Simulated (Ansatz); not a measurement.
# Coordination and 181Ta quadrupole coupling in TaN

Cell: a COD entry whose atoms were relaxed with PBE, the cell held.

Space group P-62m (No. 189); a = 5.1960, c = 2.9110 Å, γ = 120.00°.

| site | Wyckoff | site symmetry | x | y | z |
| --- | --- | --- | --- | --- | --- |
| Ta1 | 2d | -6.. | 0.3333 | 0.6667 | 0.5000 |
| Ta3 | 1a | -62m | 0.0000 | 0.0000 | 0.0000 |
| N | 3f | m2m | 0.3932 | 0.0000 | 0.0000 |

One atom of each set is listed.

Computed with Ansatz: DFT, r2SCAN, plane waves and PAW, scalar-relativistic, collinear spin, 500 eV cutoff, Γ-centred 10×10×16 k-points, Fermi–Dirac smearing 0.05 eV. Start moments as typed (μB): 2 on each Ta, none on the rest.

Q(181Ta) = 3170 mb.

(1) Order the Ta environments from the weakest to the strongest quadrupole coupling.
A. Ta3: 3 N at 2.04 Å; also 3 N at 3.15 Å
B. Ta1: 6 N at 2.16 Å

Results:

(1) A (1110 MHz, η = 0.00), B (1561 MHz, η = 0.00).

An axis of threefold or higher order runs through Ta3 and Ta1, so V_zz lies along it and η is zero.

The program didn't check the stability of this electronic state in full, so a lower one may lie near. The run finds no gap above 0.1 eV (a metal, or nearly one), so the gradients can move by 10 % or more with the k-mesh. Without spin–orbit coupling the gradients at and beside Ta can be off by some per cent, at some sites by more. With these PAW files V_zz is typically within 2 to 3 % of all-electron values, but misses above 10 % occur on Ta. The start moments die out, and the run ends without spin.
